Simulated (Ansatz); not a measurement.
**Carriers in NaI (Fm-3m)**

```
CELL_PARAMETERS angstrom
0.00000 3.13109 3.13109
3.13109 0.00000 3.13109
3.13109 3.13109 0.00000
ATOMIC_POSITIONS crystal
Na 0.00000 0.00000 0.00000
I 0.50000 0.50000 0.50000
```

Computed, not measured; unless marked otherwise by LDA, all-electron LAPW in Ansatz 0.2.0, scalar-relativistic. k mesh 6×6×6, fixed occupations, basis error target 1 meV/atom. The cell was relaxed by PAW under this functional, which moved its volume by -9 % from the database entry's.

Extrema are searched on a 10×10×10 mesh and refined by Newton steps; masses come from band slopes 0.005 Å⁻¹ away, 1/m* = (1/ħ²) d²E/dk², negative for holes (the finite step makes the lightest masses up to about 3 % heavy). k is in units of the reciprocal vectors.

**Question.** Where are the band edges, and is the gap direct?

**Answer.** The valence maximum lies at Gamma (0.000, 0.000, 0.000) and the conduction minimum at Gamma (0.000, 0.000, 0.000), so the Kohn-Sham gap of 3.615 eV is direct. A further conduction extremum at X (0.000, -0.500, -0.500) lies 0.724 eV from the edge (3 equivalent points).

**Question.** What are the electron masses at the edge?

**Answer.** The principal masses are 0.242, 0.242, 0.242 mₑ. One valley has a density-of-states mass (m₁m₂m₃)^(1/3) = 0.242; the direction-averaged conductivity mass 3/Σ(1/mᵢ) is 0.242 mₑ.

**Question.** Several bands lie at or near the hole edge, or its surface isn't an ellipsoid. What are the masses by direction?

**Answer.** 

| direction | branch from the edge | its level at the point (eV from the edge) | m*/mₑ |
| --- | --- | --- | --- |
| 100 | 1 | 0.000 | -1.38 |
| 100 | 2 | 0.000 | -1.38 |
| 100 | 3 | 0.000 | -0.323 |
| 110 | 1 | 0.000 | -6.99 |
| 110 | 2 | 0.000 | -1.38 |
| 110 | 3 | 0.000 | -0.271 |
| 111 | 1 | 0.000 | -2.96 |
| 111 | 2 | 0.000 | -2.96 |
| 111 | 3 | 0.000 | -0.258 |
| 11-2 | 1 | 0.000 | -3.17 |
| 11-2 | 2 | 0.000 | -1.88 |
| 11-2 | 3 | 0.000 | -0.27 |

**Question.** Along the Cartesian direction 001 the conduction slope is 0.1574 eV·Å one step out. What is it four steps out, and what does that say?

**Answer.** 0.6277 eV·Å, 3.988 times the first; a parabola would give 4, so the band is nearly parabolic here.

**Question.** What electronic dielectric constant and refractive index follow from the same bands (independent particles)?

**Answer.** ε∞ = (4.11, 4.11, 4.11), so n ≈ √ε∞ = 2.03 (mean over directions) well under the gap and the normal reflectivity is ((n − 1)/(n + 1))² = 0.115. Local fields, left out here, lower ε∞ by several per cent.

**Question.** What gap does PAW give in the same cell?

**Answer.** 3.616 eV, 1 meV from the LAPW value.

Keep in mind: no spin-orbit coupling on heavy atoms; semilocal gaps are low, and what follows the gap (onsets, screening, light masses) shifts with it; without spin-orbit coupling, bands that meet at the valence top are not the light and heavy holes of experiment; the frozen-core PAW files of the compared runs were fitted under PBE, their cores solved anew for this functional.
